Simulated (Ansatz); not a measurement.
**W (diamond): energy against volume**

The calculation used DFT, revPBE, plane waves (420 eV) with PAW, scalar-relativistic (Ansatz). (PAW data from PBE, frozen cores regenerated.)

The cell is scaled uniformly from the relaxed one, with fractional coordinates and shape fixed. Energies are extrapolated to zero smearing, pressures are those at the given smearing. Magnetic state: spin not included.

A Birch-Murnaghan fit gives V₀ = 25.09 Å³/atom, B₀ = 116 GPa, B₀′ = 3.8.

Question: What are the energy above the minimum and the pressure at 22.107 Å³/atom?

Answer: 157.4 meV/atom and 18.89 GPa as computed.

Question: What are the energy above the minimum and the pressure at 23.112 Å³/atom?

Answer: 64.5 meV/atom and 11.32 GPa as computed.

Question: What are the energy above the minimum and the pressure at 26.127 Å³/atom?

Answer: 14.6 meV/atom and -4.24 GPa as computed.
